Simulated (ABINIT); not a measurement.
BaS: equation of state with BP86+D3

The system is BaS.

```
CELL_PARAMETERS angstrom
0.00000 3.19375 3.19375
3.19375 0.00000 3.19375
3.19375 3.19375 0.00000
ATOMIC_POSITIONS crystal
Ba 0.00000 0.00000 0.00000
S 0.50000 0.50000 0.50000
```

```
Program                                         : ABINIT 10.8.3 (patched build)
Task                                            : equation of state
Functional                                      : BP86
Dispersion                                      : D3
Potentials or basis                             : JTH PAW PBE v2.0
Cutoff                                          : 544 eV
k mesh                                          : 7 × 7 × 7
Occupations                                     : fermi-dirac, width 0.05 eV
Spin                                            : no spin polarisation
Fine-grid cutoff                                : 1088.46 eV
Exchange and correlation inside the PAW spheres : full angular mesh (pawxcdev 0, this build's default; the released program takes 1)
```

| Item | Value |
| --- | --- |
| Equilibrium volume | 32.08 Å³/atom (rough: see the caveat) |
| Bulk modulus | 44 GPa (rough) |

Energy against volume, from the lowest point:
```csv
volume (Å³/atom),energy (meV/atom)
30.622,9.88
31.273,2.69
31.925,0.00
32.576,0.81
33.228,5.07
33.879,12.27
34.531,22.03
```

It took 120 s on 1 thread of Arm Neoverse V1, with other jobs on the host, peak memory 0.16 GiB.

Caveat: pressures at fixed basis lie under the slope of the energies; this set's barium file shifts pressures by 1.5 GPa and gaps by 0.1 eV against other sets; the PAW data sets were made with another functional, which shifts forces and pressure a little; the fit is rough or its minimum lies at the end of the range. The run has no spin-orbit coupling, so splittings on Ba are missing.
